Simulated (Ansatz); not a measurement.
Cu: course of a relaxation

Theory: DFT PBEsol, scalar-relativistic, plane waves, PAW (Ansatz). (420 eV cutoff, 18×18×20 k-mesh, Gaussian smearing of 0.10 eV, no spin polarisation)

What was changed: biaxial strain in the a-b plane, c and atoms relaxed: -3.0 %.

Command:

```bash
ansatz run input.yaml --threads 1 --pin off --max-ram 2560MiB --backend cpu --events-out ev --progress --plain --runs-dir out
```

Input:

```yaml
crystal:
  lattice:
    - [2.8034779555, 0.0, 0.0]
    - [0.0, 2.8034779555, 0.0]
    - [0.0, 0.0, 2.7689746573]
  atoms:
    - { symbol: Cu, position: [0.0, 0.0, 0.0] }
    - { symbol: Cu, position: [0.5, 0.5, 0.5] }
basis:
  ecutwfc: 420
kpoints:
  mp_grid: { grid: [18, 18, 20] }
hamiltonian:
  xc: pbesol
scf:
  occupations: { method: gaussian, width: 0.1 }
output:
  forces: true
  stress: true
  eigenvalues: true
relax:
  adjacent_minimum: "off"
  f_tol: 0.008
  max_steps: 40
  cell: { stress_tol: 0.015, fix: [a, b, gamma] }
```

F is the free energy. Steps run on the plane waves of an earlier cell, but the last one, and at times one on the way, on a freshly chosen basis, so a repeated geometry can differ a little in energy. The held parts of the cell keep their stress, so P needn't end at zero.

Steps:

```csv
step,F − F(1) (eV),largest force component (eV/Å),V (Å³/atom),P (GPa)
1,0.0000,0.000,10.881,7.87
2,-0.0114,0.000,11.021,5.35
3,-0.0233,0.000,11.368,-0.16
4,-0.0233,0.000,11.391,-0.49
5,-0.0233,0.000,11.392,-0.51
6,-0.0242,0.000,11.392,-0.50
7,-0.0242,0.000,11.396,-0.56
8,-0.0242,0.000,11.396,-0.56
```

Relaxed structure:

```cif
data_structure
_symmetry_space_group_name_H-M 'P 1'
_symmetry_Int_Tables_number 1
_cell_length_a 2.8035
_cell_length_b 2.8035
_cell_length_c 2.9000
_cell_angle_alpha 90.000
_cell_angle_beta 90.000
_cell_angle_gamma 90.000
_cell_volume 22.79
loop_
_atom_site_label
_atom_site_type_symbol
_atom_site_fract_x
_atom_site_fract_y
_atom_site_fract_z
_atom_site_occupancy
Cu1 Cu 0.00000 0.00000 0.00000 1
Cu2 Cu 0.50000 0.50000 0.50000 1
```

It takes space group I4/mmm (No. 139, tetragonal). The conventional cell has a = 2.803 Å, b = 2.803 Å, c = 2.900 Å, α = 90.00°, β = 90.00°, γ = 90.00°. Around Cu (site symmetry 4/mmm) lie 12 Cu at 2.46 to 2.80 Å.

The run converged. The run took 100 s on 1 thread of Arm Neoverse V2, on a shared host, peak memory 0.54 GiB.